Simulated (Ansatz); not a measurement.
Ga under changes of volume

One of the cells (18.543 Å³/atom); the others are scaled copies at fixed shape and fractional positions:

```
Ga
1.0
     1.38300   -4.02650    0.00000
     1.38300    4.02650    0.00000
    -0.11745    0.00000    3.32993
Ga
2
Direct
  0.13100 0.86900 0.75000
  0.86900 0.13100 0.25000
```

This isn't the form of Ga at room conditions, which is orthorhombic.

| Quantity | Value |
| --- | --- |
| Program | Ansatz 0.2.0 |
| Functional | PBE0 |
| Potentials or basis | Ansatz PAW |
| Cutoff | 420 eV (not typed: the program's choice for these potentials) |
| k mesh | 6 × 6 × 6 |
| Occupations | fermi-dirac, width 0.05 eV |
| Spin | no spin polarisation |

| volume (Å³/atom) | energy over the lowest point (meV/atom) | pressure (GPa) | largest force (eV/Å) |
| --- | --- | --- | --- |
| 17.431 | 7.93 | 3.0 | 0.188 |
| 17.801 | 2.81 | 1.9 | 0.158 |
| 18.172 | 0.00 | 0.5 | 0.147 |
| 18.543 | 0.31 | -0.7 | 0.138 |
| 18.914 | 3.38 | -1.9 | 0.130 |
| 19.285 | ? | ? | ? |
| 19.656 | 16.03 | -3.6 | 0.117 |

What does the run at 19.285 Å³/atom give?

Energy over the lowest point 8.72 meV/atom; pressure -2.7 GPa; largest force 0.122 eV/Å.

Worked out: A Birch-Murnaghan fit of order 3 (a polynomial in V^(-2/3)) to the other rows has its minimum at 18.32 Å³/atom with B0 = V·E''(V) = 57 GPa (rough, since the energies scatter) at fixed shape and positions, which overstates the stiffness. It gives 8.52 meV/atom at 19.285 Å³/atom, against the run's 8.72, and -dE/dV = -2.8 GPa, against -2.7.

Energies are extrapolated to zero smearing.

Caveats: all runs use coarse meshes; the PAW data sets come from PBE, with cores solved anew for the run's functional, which leaves a small shift of forces and pressure; the thresholds are loose for stress.
